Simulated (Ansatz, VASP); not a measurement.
Mg in VASP and in Ansatz

```
Mg
1.0
    -2.87899    2.87899    1.50636
     2.87899   -2.87899    1.50636
     2.87899    2.87899   -1.50636
Mg
2
Direct
  0.00000 0.00000 0.00000
  0.75000 0.25000 0.50000
```

Alike in both runs: functional r2SCAN; k mesh 20 × 20 × 20; occupations gaussian, width 0.1 eV; no spin polarisation.

Ansatz relaxed the structure, and its values are those at the end. VASP's run is a single point on that final structure, the one shown.

```csv
,VASP,Ansatz
version,VASP 6.6.1,Ansatz 0.2.0
potentials or method,"VASP PAW PBE potentials, release 64 (Mg)","scalar-relativistic, plane waves, PAW"
plane-wave cutoff (eV),520,500
valence electrons in the cell,4,20
```

VASP gave:

| Quantity | Value |
| --- | --- |
| gap on the k mesh at the Fermi level (eV) | none |
| pressure (GPa) | -0.2 |

Task: What did Ansatz give for the same quantities?

Result: gap on the k mesh at the Fermi level (eV): none; pressure (GPa): 0.0.

A gap of «none» marks a metal or a gap that the smearing closes. The two sets of potentials don't hold the same shells in valence.

Caveats: the PAW data sets were made with another functional, which shifts forces and pressure a little (VASP).
